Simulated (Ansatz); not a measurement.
**HfO2 at a changed volume — field gradients at the nuclei**

The cell is a COD entry, relaxed with PBE at fixed cell and then changed (volume scaled by 0.99).

Space group P2_1/c (No. 14); a = 5.1009, b = 5.1684, c = 5.2664 Å, β = 99.35°.

```csv
site,Wyckoff,site symmetry,x,y,z
Hf,4e,1,0.2767,0.0419,0.2081
O5,4e,1,0.4466,0.7584,0.4803
O9,4e,1,0.0726,0.3393,0.3389
```

One atom of each set is listed.

All values are calculated (Ansatz; DFT, PBE, plane waves and PAW (field gradients read without the response of the frozen cores, which leaves them typically 4 to 6 % off), scalar-relativistic, 420 eV cutoff, Γ-centred 4×4×4 k-points, Fermi–Dirac smearing 0.02 eV), not measured.

C_Q = eQV_zz/h, which is 24.18 MHz for Q = 1 b and V_zz = 10²¹ V/m²; η = (V_xx − V_yy)/V_zz.

¹⁷⁹Hf: I = 9/2, Q = 3793 mb; ¹⁷O: I = 5/2, Q = -25.58 mb. Nuclear quadrupole moments: year-2017 set (Pyykkö).

| site | atoms | first shell | V_xx, V_yy, V_zz (10²¹ V/m²) | η | C_Q (MHz) |
| --- | --- | --- | --- | --- | --- |
| Hf | 4 | 7 O at 2.04–2.24 Å | -5.15, -7.08, 12.23 | 0.16 | 1122 |
| O5 | 4 | 4 Hf at 2.13–2.24 Å | -0.007, -1.10, 1.10 | 0.99 | -0.682 |
| O9 | 4 | 3 Hf at 2.04–2.14 Å | 0.063, 1.23, -1.29 | 0.90 | 0.801 |

Without spin–orbit coupling the gradients at and beside Hf can be off by some per cent, at some sites by more. At this changed cell the PBE pressure is 8 GPa. Where η is near 1 the sign of V_zz means little.

The run took 13 s of wall time (13 s of CPU time) and 0.62 GiB at its peak, on 1 thread of Intel Xeon 6975P-C (Granite Rapids) (x86_64; 16 cores open to the job, memory cap 3.0 GiB, no GPU), a shared host with a load of 0.1 a core.
